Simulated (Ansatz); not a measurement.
CsI, CsCl type, relaxed with r2SCAN. It is cubic, Pm-3m (No. 221); a = 4.608 Å in the conventional setting, 48.93 Å³ an atom. Cs has 8 I at 3.99 Å; I has 8 Cs at 3.99 Å.

```cif
data_structure
_symmetry_space_group_name_H-M 'Pm-3m'
_symmetry_Int_Tables_number 221
_cell_length_a 4.6081
_cell_length_b 4.6081
_cell_length_c 4.6081
_cell_angle_alpha 90.000
_cell_angle_beta 90.000
_cell_angle_gamma 90.000
_cell_volume 97.85
loop_
_atom_site_label
_atom_site_type_symbol
_atom_site_symmetry_multiplicity
_atom_site_Wyckoff_symbol
_atom_site_fract_x
_atom_site_fract_y
_atom_site_fract_z
_atom_site_occupancy
Cs1 Cs 1 a 0.00000 0.00000 0.00000 1
I1 I 1 b 0.50000 0.50000 0.50000 1
```

3 runs of Ansatz 0.2.0 on this cell differ in the functional (and in the settings that go with it). Levels are in eV from each run's valence top; v1 is the last filled band, c1 the first empty one.

Run A, mean stress +0.2 GPa (compression positive):
```
point     v4     v3     v2     v1    c1    c2
    Γ  -7.57  -0.10  -0.10  -0.10  4.79  5.19
    X  -7.50  -1.58  -0.23  -0.23  6.26  7.41
    M  -7.47  -0.90  -0.90   0.00  5.22  5.94
    R  -7.80  -1.32  -1.32  -1.32  8.11  8.11
```

Run B, mean stress +0.4 GPa (compression positive):
```
point     v4     v3     v2     v1    c1    c2
    Γ  -7.11  -0.09  -0.09  -0.09  3.80  4.23
    X  -7.05  -1.49  -0.22  -0.22  5.22  6.39
    M  -7.02  -0.83  -0.83   0.00  4.26  4.92
    R  -7.35  -1.23  -1.23  -1.23  7.10  7.10
```

Run C, mean stress +0.2 GPa (compression positive):
```
point     v4     v3     v2     v1    c1    c2
    Γ  -7.59  -0.10  -0.10  -0.10  5.48  5.89
    X  -7.53  -1.62  -0.24  -0.24  6.99  8.12
    M  -7.49  -0.93  -0.93   0.00  5.92  6.64
    R  -7.84  -1.35  -1.35  -1.35  8.83  8.83
```

**Question.** Match the runs to PBE, HSE06, PBE0.

**Answer.** A is HSE06, B is PBE, C is PBE0. In order of the gap: PBE 3.80, HSE06 4.79, PBE0 5.48 eV.

No spin polarisation and no zero-point or thermal motion.

No spin-orbit coupling is included; it can move band edges with weight on the heavy atoms by tenths of an eV.

The stress of a hybrid is loosely converged in these runs.

The meshes of the hybrids are coarse, so their gaps aren't converged to the digits shown.
